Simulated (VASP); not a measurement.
# Ru in VASP: notebook, part 2 of 2

VASP 6.6.1. The steps go on from the part before.

## 3. Relaxation of the atoms, PBE

Contents of INCAR:

```
SYSTEM = Ru
ALGO = Fast ; DIPOL = 0.5 0.5 0.500
EDIFF = 1E-6 ; EDIFFG = -0.01
ENCUT = 520 ; GGA = PE
IBRION = 2 ; IDIPOL = 3
ISIF = 2 ; ISMEAR = 0
LASPH = .True. ; LCHARG = .False.
LDIPOL = .True. ; LREAL = .False.
LWAVE = .False. ; NELM = 100
NSW = 80 ; PREC = Accurate
SIGMA = 0.1
```

Contents of KPOINTS:

```
k-points
0
Gamma
  8 8 1
  0 0 0
```

Contents of POSCAR:

```
Ru
1.0
    2.7060000000      0.0000000000      0.0000000000
    1.3530000000      2.3434647426      0.0000000000
    0.0000000000      0.0000000000     30.2460000000
Ru
7
Direct
    0.0000000000      0.0000000000      0.2876413410
    0.3333333333      0.3333333333      0.3584275607
    0.0000000000      0.0000000000      0.4292137803
    0.3333333333      0.3333333333      0.5000000000
    0.0000000000      0.0000000000      0.5707862197
    0.3333333333      0.3333333333      0.6415724393
    0.0000000000      0.0000000000      0.7123586590
```

Potentials or basis: VASP PAW PBE potentials, release 64 (Ru_pv).

Command:

```console
> cat potpaw_PBE.64/Ru_pv/POTCAR > POTCAR
> mpirun -np 1 vasp_std > vasp.out
```

OUTCAR:

```text
SYSTEM = Ru
   EDIFF = 1E-6
   EDIFFG = -0.01
   ENCUT = 520
   GGA = PE
   IBRION = 2
   ISIF = 2
   ISMEAR = 0
   LASPH = .True.
   LREAL = .False.
   NELM = 100
   NSW = 80
   PREC = Accurate

 ion  position               nearest neighbor table
   1  0.000  0.000  0.288-   2 2.65   2 2.65   2 2.65
   2  0.333  0.333  0.358-   3 2.65   3 2.65   3 2.65   1 2.65   1 2.65   1 2.65
   3  0.000  0.000  0.429-   2 2.65   2 2.65   2 2.65   4 2.65   4 2.65   4 2.65
   4  0.333  0.333  0.500-   3 2.65   5 2.65   3 2.65   5 2.65   3 2.65   5 2.65
   5  0.000  0.000  0.571-   6 2.65   6 2.65   6 2.65   4 2.65   4 2.65   4 2.65
   6  0.333  0.333  0.642-   5 2.65   5 2.65   5 2.65   7 2.65   7 2.65   7 2.65
   7  0.000  0.000  0.712-   6 2.65   6 2.65   6 2.65

  LATTYP: Found a hexagonal cell.
 ALAT       =     2.7060000000
 C/A-ratio  =    11.1773835922

  Lattice vectors:

 A1 = (  -1.3530000000,  -2.3434647426,   0.0000000000)
 A2 = (   2.7060000000,   0.0000000000,   0.0000000000)
 A3 = (   0.0000000000,   0.0000000000,  30.2460000000)

Analysis of symmetry for initial positions (statically):
=====================================================================
 Subroutine PRICEL returns:
 Original cell was already a primitive cell.

 Routine SETGRP: Setting up the symmetry group for a
 hexagonal supercell.

 Subroutine GETGRP returns: Found 12 space group operations
 (whereof 12 operations were pure point group operations)
 out of a pool of 24 trial point group operations.

The static configuration has the point symmetry D_3h.

Analysis of symmetry for dynamics (positions and initial velocities):
=====================================================================
 Subroutine PRICEL returns:
 Original cell was already a primitive cell.

 Routine SETGRP: Setting up the symmetry group for a
 hexagonal supercell.

 Subroutine GETGRP returns: Found 12 space group operations
 (whereof 12 operations were pure point group operations)
 out of a pool of 24 trial point group operations.

The dynamic configuration has the point symmetry D_3h.

 Subroutine INISYM returns: Found 12 space group operations
 (whereof 12 operations are pure point group operations),
 and found     1 'primitive' translations

----------------------------------------------------------------------------------------

                                     Primitive cell

  volume of cell :     191.8025

  direct lattice vectors                    reciprocal lattice vectors
     2.706000000  0.000000000  0.000000000     0.369549150 -0.213359301  0.000000000
     1.353000000  2.343464743  0.000000000     0.000000000  0.426718603  0.000000000
     0.000000000  0.000000000 30.246000000     0.000000000  0.000000000  0.033062223

  length of vectors
     2.706000000  2.706000000 30.246000000     0.426718603  0.426718603  0.033062223

  position of ions in fractional coordinates (direct lattice)
     0.000000000  0.000000000  0.287641341
     0.333333333  0.333333333  0.358427561
     0.000000000  0.000000000  0.429213780
     0.333333333  0.333333333  0.500000000
     0.000000000  0.000000000  0.570786220
     0.333333333  0.333333333  0.641572439
[... 77 lines left out ...]
   TEBEG  =    0.0;   TEEND  =   0.0 temperature during run
   PSTRESS=    0.0 pullay stress
   NELECT =      98.0000    total number of electrons
   NUPDOWN=      -1.0000    fix difference up-down
   EMIN   =  10.00;   EMAX   =-10.00  energy-range for DOS
   EFERMI =   0.00;   METHOD = LEGACY
   ISMEAR =     0;   SIGMA  =   0.10  broadening in eV -4-tet -1-fermi 0-gaus
   EFERMI_NEDOS =   21; number of points for ismear=-14 and -15
   IALGO  =     68    algorithm
   IMIX   =      4    mixing-type and parameters
     AMIX     =   0.40;   BMIX     =  1.00
     AMIX_MAG =   1.60;   BMIX_MAG =  1.00
  volume/ion in A,a.u.               =      27.40       184.91
  Fermi-wavevector in a.u.,A,eV,Ry     =   1.308776  2.473229 23.305362  1.712896
  Thomas-Fermi vector in A             =   2.439420
   LORBIT       =      0    0 simple, 1 ext, 2 COOP (PROOUT), +10 PAW based schemes
   GGA     = PE    functional components
   LHFCALC =     F    Hartree Fock is set to
   AEXX    =    0.0000 exact exchange contribution
   IVDW    =     0    specifies the selected vdW correction
   LEPSILON=     F    determine dielectric tensor
   LRPA    =     F    only Hartree local field effects (RPA)
 conjugate gradient relaxation of ions
 non-spin polarized calculation
 RMM-DIIS sequential band-by-band and
 Gauss-broadening in eV      SIGMA  =   0.10
  energy-cutoff  :      520.00
  volume of cell :      191.80
 maximum number of plane-waves:      5217
   NGX =  9   NGY =  9   NGZ =113

--------------------------------------- Ionic step        1  -------------------------------------------

 number of electron      97.9999985 magnetization

 Free energy of the ion-electron system (eV)
  ---------------------------------------------------
  ext. energy  EPLUGINS =         0.00000000
  ---------------------------------------------------
  free energy    TOTEN  =       -62.52419465 eV

  energy without entropy =      -62.47390571  energy(sigma->0) =      -62.49905018

------------------------ aborting loop because EDIFF is reached ----------------------------------------

  FORCE on cell =-STRESS in cart. coord.  units (eV):
  Direction    XX          YY          ZZ          XY          YZ          ZX
  --------------------------------------------------------------------------------------
  -------------------------------------------------------------------------------------
  Total       -1.1712620     -1.1712620     -1.5373569      0.0000000     -0.0000000     -0.0000000
  in kB       -9.7838657     -9.7838657    -12.8419545      0.0000000     -0.0000000     -0.0000000
  external PRESSURE =     -10.8032287 kB  Pullay stress =       0.0000000 kB
[... 110 lines left out ...]
--------------------------------------- Ionic step        4  -------------------------------------------

 number of electron      97.9999989 magnetization

 dipolmoment           0.000000      0.000000     -0.000000 electrons x Angstroem

------------------------ aborting loop because EDIFF is reached ----------------------------------------

  FORCE on cell =-STRESS in cart. coord.  units (eV):
  Direction    XX          YY          ZZ          XY          YZ          ZX
  --------------------------------------------------------------------------------------
  -------------------------------------------------------------------------------------
  Total       -0.5086732     -0.5086732      0.1807499      0.0000000      0.0000000     -0.0000000
  in kB       -4.2490838     -4.2490838      1.5098526      0.0000000      0.0000000     -0.0000000
  external PRESSURE =      -2.3294383 kB  Pullay stress =       0.0000000 kB
[... 151 lines left out ...]
--------------------------------------- Ionic step        8  -------------------------------------------

 number of electron      97.9999991 magnetization

 dipolmoment           0.000000      0.000000      0.000000 electrons x Angstroem

 Free energy of the ion-electron system (eV)
  ---------------------------------------------------
  ext. energy  EPLUGINS =         0.00000000
  ---------------------------------------------------
  free energy    TOTEN  =       -62.58882867 eV

  energy without entropy =      -62.54447993  energy(sigma->0) =      -62.56665430

 E-fermi :   3.8678     XC(G=0):  -7.6639

 val. band max:        3.8446730002   @ k =   0.2500   0.1250   0.0000
 cond. band min:       3.8678901846   @ k =   0.5000   0.1250   0.0000
 fundamental gap:      0.0232171844
 Fermi energy:         3.8678437225

 k-point     1 :       0.0000    0.0000    0.0000
  band No.  band energies     occupation
      1     -39.7379      2.00000
      2     -39.6772      2.00000
      3     -39.4139      2.00000
      4     -39.0942      2.00000
      5     -38.9413      2.00000
      6     -38.9413      2.00000
[... 599 lines left out ...]
     57       9.9902      0.00000
     58      10.3670      0.00000

------------------------ aborting loop because EDIFF is reached ----------------------------------------

 vacuum level on the upper side and lower side of the slab       (xc-potential included)        -0.009        -0.009

  FORCE on cell =-STRESS in cart. coord.  units (eV):
  Direction    XX          YY          ZZ          XY          YZ          ZX
  --------------------------------------------------------------------------------------
  -------------------------------------------------------------------------------------
  Total       -0.5398645     -0.5398645      0.0541708      0.0000000     -0.0000000      0.0000000
  in kB       -4.5096327     -4.5096327      0.4525034      0.0000000     -0.0000000      0.0000000
  external PRESSURE =      -2.8555873 kB  Pullay stress =       0.0000000 kB
[... 22 lines left out ...]
  FREE ENERGIE OF THE ION-ELECTRON SYSTEM (eV)
  ---------------------------------------------------
  free  energy   TOTEN  =       -62.5888286736 eV

  energy  without entropy=      -62.5444799288  energy(sigma->0) =      -62.56665430

 reached required accuracy - stopping structural energy minimisation

 vacuum level on the upper side and lower side of the slab         8.876         8.876
```

Run time: 16 min. Hardware: 1 thread of AMD EPYC 7R13 (Zen 3), shared host; peak memory 0.31 GiB.

Results:

```
Free energy                  : -62.5888 eV
Energy gained by relaxing    : 9.2 meV/atom
Ionic steps                  : 8
Largest force after relaxing : 0.007 eV/Å
Band gap on the k mesh       : none (metal or under the smearing width)
```

Forces in eV/Å, atoms in the order of the input:
```
Ru   0.000  0.000 -0.005
Ru   0.000  0.000 -0.007
Ru   0.000  0.000  0.001
Ru   0.000  0.000  0.000
Ru   0.000  0.000 -0.001
Ru   0.000  0.000  0.007
Ru   0.000  0.000  0.005
```

The path:
| step | energy change (eV) | largest force (eV/Å) | pressure (GPa) |
| --- | --- | --- | --- |
| 1 | 0.0000 | 0.8227 | -1.08 |
| 2 | -0.0627 | 0.1631 | -0.29 |
| 3 | -0.0627 | 0.1638 | -0.25 |
| 4 | -0.0644 | 0.0416 | -0.23 |
| 5 | -0.0645 | 0.0132 | -0.22 |
| 6 | -0.0645 | 0.0151 | -0.23 |
| 7 | -0.0646 | 0.0115 | -0.24 |
| 8 | -0.0646 | 0.0065 | -0.29 |

Final structure:
```
Ru
1.0
     2.70600    0.00000    0.00000
     1.35300    2.34346    0.00000
     0.00000    0.00000   30.24600
Ru
7
Direct
  0.00000 0.00000 0.28877
  0.33333 0.33333 0.35703
  0.00000 0.00000 0.42860
  0.33333 0.33333 0.50000
  0.00000 0.00000 0.57140
  0.33333 0.33333 0.64297
  0.00000 0.00000 0.71123
```
